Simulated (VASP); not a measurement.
# K (Pm-3m) in VASP: a series of runs

The runs below take K through single point, with PBE.

Program: VASP 6.6.1. These are calculated values, not measurements. Logs are shortened: lines on timing, memory, paths and dates and some standing lists are left out, and cuts for length are marked.

### 1 The crystal as given

Symmetry: Pm-3m, No. 221, cubic system. Conventional cell: a = 4.310 Å, b = 4.310 Å, c = 4.310 Å, α = 90.00°, β = 90.00°, γ = 90.00°. K (site symmetry m-3m) has 6 K at 4.31 Å as nearest neighbours.

This isn't the form of K at room conditions, which is bcc.

### 2 Single point, PBE

INCAR

```
  PREC = Accurate
  ENCUT = 900
  EDIFF = 1E-6
  ISMEAR = 0
  SIGMA = 0.2
  LREAL = False
  LASPH = True
  NELM = 100
  ALGO = Normal
  ISIF = 2
  LWAVE = False
  LCHARG = False
  GGA = PE
  NBANDS = 10
  ADDGRID = False
```

KPOINTS

```
regular mesh
0
Gamma
  6 6 6
```

POSCAR

```
K
1.0
    4.3104394900      0.0000000000      0.0000000000
    0.0000000000      4.3104394900      0.0000000000
    0.0000000000      0.0000000000      4.3104394900
K
1
Direct
    0.0000000000      0.0000000000      0.0000000000
```

Potentials or basis: VASP PAW PBE potentials, release 64 (K_sv).

The run is started by

```sh
cat potpaw_PBE.64/K_sv/POTCAR > POTCAR
mpirun -np 1 vasp_std > vasp.out
```

OUTCAR:

```text
PREC = Accurate
   ENCUT = 900
   EDIFF = 1E-6
   ISMEAR = 0
   LREAL = False
   LASPH = True
   NELM = 100
   ISIF = 2
   GGA = PE

 Found     20 irreducible k-points:

 Following reciprocal coordinates:
            Coordinates               Weight
  0.000000  0.000000  0.000000      1.000000
  0.166667  0.000000  0.000000      6.000000
  0.333333  0.000000  0.000000      6.000000
  0.500000  0.000000  0.000000      3.000000
  0.166667  0.166667  0.000000     12.000000
  0.333333  0.166667  0.000000     24.000000
   k-points           NKPTS =     20   k-points in BZ     NKDIM =     20   number of bands    NBANDS=     10
   number of dos      NEDOS =    301   number of ions     NIONS =      1
   total plane-waves  NPLWV =  74088
   dimension x,y,z NGX =    42 NGY =   42 NGZ =   42
   dimension x,y,z NGXF=    84 NGYF=   84 NGZF=   84
   ions per type =               1
   NGX,Y,Z   is equivalent  to a cutoff of  16.20, 16.20, 16.20 a.u.
   NGXF,Y,Z  is equivalent  to a cutoff of  32.40, 32.40, 32.40 a.u.
 SYSTEM =  unknown system
   PREC   = accura    normal or accurate (medium, high low for compatibility)
   ISTART =      0    job   : 0-new  1-cont  2-samecut
   ICHARG =      2    charge: 1-file 2-atom 10-const
   ISPIN  =      1    spin polarized calculation?
   LNONCOLLINEAR =      F non collinear calculations
   LSORBIT =      F    spin-orbit coupling
   LASPH  =      T    aspherical Exc in radial PAW
   ENCUT  =  900.0 eV  66.15 Ry    8.13 a.u.  10.54 10.54 10.54*2*pi/ulx,y,z
   NELM   =    100;   NELMIN=  2; NELMDL= -5     # of ELM steps
   EDIFF  = 0.1E-05   stopping-criterion for ELM
   LREAL  =      F    real-space projection
   EDIFFG = 0.1E-04   stopping-criterion for IOM
   NSW    =      0    number of steps for IOM
   IBRION =     -1    ionic relax: 0-MD 1-quasi-New 2-CG
   NFREE  =      0    steps in history (QN), initial steepest desc. (CG)
   ISIF   =      2    stress and relaxation
   ISYM   =      2    0-nonsym 1-usesym 2-fastsym
   POTIM  = 0.5000    time-step for ionic-motion
   TEBEG  =    0.0;   TEEND  =   0.0 temperature during run
   PSTRESS=    0.0 pullay stress
   NELECT =       9.0000    total number of electrons
   NUPDOWN=      -1.0000    fix difference up-down
   EMIN   =  10.00;   EMAX   =-10.00  energy-range for DOS
   EFERMI =   0.00;   METHOD = LEGACY
   ISMEAR =     0;   SIGMA  =   0.20  broadening in eV -4-tet -1-fermi 0-gaus
   EFERMI_NEDOS =   21; number of points for ismear=-14 and -15
   IALGO  =     38    algorithm
   IMIX   =      4    mixing-type and parameters
     AMIX     =   0.40;   BMIX     =  1.00
     AMIX_MAG =   1.60;   BMIX_MAG =  1.00
  volume/ion in A,a.u.               =      80.09       540.46
  Fermi-wavevector in a.u.,A,eV,Ry     =   0.790013  1.492908  8.491671  0.624120
  Thomas-Fermi vector in A             =   1.895269
   LORBIT       =      0    0 simple, 1 ext, 2 COOP (PROOUT), +10 PAW based schemes
   GGA     = PE    functional components
   LHFCALC =     F    Hartree Fock is set to
   AEXX    =    0.0000 exact exchange contribution
   IVDW    =     0    specifies the selected vdW correction
   LEPSILON=     F    determine dielectric tensor
   LRPA    =     F    only Hartree local field effects (RPA)
 non-spin polarized calculation
 Gauss-broadening in eV      SIGMA  =   0.20
  energy-cutoff  :      900.00
  volume of cell :       80.09
 maximum number of plane-waves:      4945
   NGX = 21   NGY = 21   NGZ = 21

 number of electron       9.0000000 magnetization

 Free energy of the ion-electron system (eV)
  ---------------------------------------------------
  ext. energy  EPLUGINS =         0.00000000
  ---------------------------------------------------
  free energy    TOTEN  =        -0.94583544 eV

  energy without entropy =       -0.92489400  energy(sigma->0) =       -0.93536472

 E-fermi :  -0.2142     XC(G=0):  -5.4406

 val. band max:       -0.3182635873   @ k =   0.5000   0.0000   0.0000
 cond. band min:      -0.2047264861   @ k =   0.3333   0.3333   0.1667
 fundamental gap:      0.1135371012
 Fermi energy:        -0.2142040030

 k-point     1 :       0.0000    0.0000    0.0000
  band No.  band energies     occupation
      1     -32.6141      2.00000
      2     -16.0562      2.00000
      3     -16.0562      2.00000
      4     -16.0562      2.00000
      5      -2.3187      2.00000
      6       2.6195      0.00000
      7       2.6195      0.00000
      8       5.8654      0.00000
      9       5.8658      0.00000
     10       5.8721      0.00000

 k-point     2 :       0.1667    0.0000    0.0000
  band No.  band energies     occupation
      1     -32.6130      2.00000
      2     -16.0771      2.00000
      3     -16.0544      2.00000
      4     -16.0544      2.00000
      5      -2.0641      2.00000
      6       2.3011      0.00000
      7       2.7445      0.00000
      8       5.1283      0.00000
      9       5.1283      0.00000
     10       5.4178      0.00000

 k-point     3 :       0.3333    0.0000    0.0000
  band No.  band energies     occupation
      1     -32.6110      2.00000
      2     -16.1187      2.00000
      3     -16.0509      2.00000
      4     -16.0509      2.00000
      5      -1.3337      2.00000
      6       1.1639      0.00000
      7       3.0400      0.00000
      8       4.5688      0.00000
      9       4.5688      0.00000
     10       5.7056      0.00000

 k-point     4 :       0.5000    0.0000    0.0000
  band No.  band energies     occupation
      1     -32.6100      2.00000
      2     -16.1393      2.00000
      3     -16.0491      2.00000
      4     -16.0491      2.00000
      5      -0.3183      1.53816
      6      -0.0873      0.36945
      7       3.2219      0.00000
      8       4.3702      0.00000
      9       4.3702      0.00000
     10       6.0112      0.00000

 k-point     5 :       0.1667    0.1667    0.0000
  band No.  band energies     occupation
      1     -32.6120      2.00000
      2     -16.0759      2.00000
      3     -16.0744      2.00000
      4     -16.0526      2.00000
      5      -1.8133      2.00000
      6       2.3791      0.00000
      7       2.5596      0.00000
      8       4.3096      0.00000
      9       5.0357      0.00000
     10       5.5535      0.00000

 k-point     6 :       0.3333    0.1667    0.0000
  band No.  band energies     occupation
      1     -32.6100      2.00000
      2     -16.1163      2.00000
      3     -16.0712      2.00000
      4     -16.0492      2.00000
      5      -1.0945      2.00000
      6       1.3489      0.00000
      7       2.8678      0.00000
      8       3.9690      0.00000
      9       4.6485      0.00000
     10       5.5233      0.00000

 [... further k-points ...]

------------------------ aborting loop because EDIFF is reached ----------------------------------------

  FORCE on cell =-STRESS in cart. coord.  units (eV):
  Direction    XX          YY          ZZ          XY          YZ          ZX
  --------------------------------------------------------------------------------------
  -------------------------------------------------------------------------------------
  Total       -0.0111650     -0.0111650     -0.0111650     -0.0000000     -0.0000000     -0.0000000
  in kB       -0.2233601     -0.2233601     -0.2233601     -0.0000000     -0.0000000     -0.0000000
  external PRESSURE =      -0.2233601 kB  Pullay stress =       0.0000000 kB

 VOLUME and BASIS-vectors are now :
 -----------------------------------------------------------------------------
  energy-cutoff  :      900.00
  volume of cell :       80.09
      direct lattice vectors                 reciprocal lattice vectors
     4.310439490  0.000000000  0.000000000     0.231994905  0.000000000  0.000000000
     0.000000000  4.310439490  0.000000000     0.000000000  0.231994905  0.000000000
     0.000000000  0.000000000  4.310439490     0.000000000  0.000000000  0.231994905

 POSITION                                       TOTAL-FORCE (eV/Angst)
 -----------------------------------------------------------------------------------
      0.00000      0.00000      0.00000         0.000000      0.000000      0.000000
 -----------------------------------------------------------------------------------
    total drift:                               -0.000000     -0.000000     -0.000000

  FREE ENERGIE OF THE ION-ELECTRON SYSTEM (eV)
  ---------------------------------------------------
  free  energy   TOTEN  =        -0.9458354423 eV

  energy  without entropy=       -0.9248939984  energy(sigma->0) =       -0.93536472
```

It took 20 s on 1 thread of Intel Xeon Platinum 8488C (Sapphire Rapids), shared host; peak memory 0.25 GiB.

The run converged, but some of its settings lie outside the range that counts as converged, so its numbers aren't taken as properties of the crystal.

What came out:

* Free energy: -0.9458 eV
* Pressure: 0.0 GPa
* Band gap on the k mesh: none (metal or under the smearing width)

### 3 Single point, PBE

Edit INCAR of step 2 so:

```diff
@@ -1,6 +1,6 @@
   PREC = Accurate
-  ENCUT = 900
+  ENCUT = 400
   EDIFF = 1E-6
   ISMEAR = 0
-  SIGMA = 0.2
+  SIGMA = 0.4
   LREAL = False
```

KPOINTS

```
regular mesh
0
Gamma
  9 9 9
```

POSCAR is that of step 2.

Potentials or basis: VASP PAW PBE potentials, release 64 (K_sv).

The run is started by

```sh
cat potpaw_PBE.64/K_sv/POTCAR > POTCAR
mpirun -np 1 vasp_std > vasp.out
```

OUTCAR:

```text
PREC = Accurate
   ENCUT = 400
   EDIFF = 1E-6
   ISMEAR = 0
   LREAL = False
   LASPH = True
   NELM = 100
   ISIF = 2
   GGA = PE

 Found     35 irreducible k-points:

 Following reciprocal coordinates:
            Coordinates               Weight
  0.000000  0.000000  0.000000      1.000000
  0.111111  0.000000  0.000000      6.000000
  0.222222  0.000000  0.000000      6.000000
  0.333333  0.000000  0.000000      6.000000
  0.444444  0.000000  0.000000      6.000000
  0.111111  0.111111  0.000000     12.000000
[... 154 lines left out ...]
------------------------ aborting loop because EDIFF is reached ----------------------------------------

  FORCE on cell =-STRESS in cart. coord.  units (eV):
  Direction    XX          YY          ZZ          XY          YZ          ZX
  --------------------------------------------------------------------------------------
  -------------------------------------------------------------------------------------
  Total       -0.0049246     -0.0049246     -0.0049246      0.0000000      0.0000000      0.0000000
  in kB       -0.0985175     -0.0985175     -0.0985175      0.0000000      0.0000000      0.0000000
  external PRESSURE =      -0.0985175 kB  Pullay stress =       0.0000000 kB

 VOLUME and BASIS-vectors are now :
 -----------------------------------------------------------------------------
  energy-cutoff  :      400.00
  volume of cell :       80.09
      direct lattice vectors                 reciprocal lattice vectors
     4.310439490  0.000000000  0.000000000     0.231994905  0.000000000  0.000000000
     0.000000000  4.310439490  0.000000000     0.000000000  0.231994905  0.000000000
     0.000000000  0.000000000  4.310439490     0.000000000  0.000000000  0.231994905

 POSITION                                       TOTAL-FORCE (eV/Angst)
 -----------------------------------------------------------------------------------
      0.00000      0.00000      0.00000         0.000000      0.000000      0.000000
 -----------------------------------------------------------------------------------
    total drift:                               -0.000000     -0.000000     -0.000000

  FREE ENERGIE OF THE ION-ELECTRON SYSTEM (eV)
  ---------------------------------------------------
  free  energy   TOTEN  =        -0.9742841898 eV

  energy  without entropy=       -0.9093723374  energy(sigma->0) =       -0.94182826
```

Run time: 9.2 s. Hardware: 1 thread of Intel Xeon Platinum 8488C (Sapphire Rapids), shared host; peak memory 0.15 GiB.

These settings aren't checked as converged: the numbers below hold their error.

Results:

* Free energy: -0.9743 eV
* Pressure: 0.0 GPa
* Band gap on the k mesh: none (metal or under the smearing width)

(Continued in part 2 of 2.)
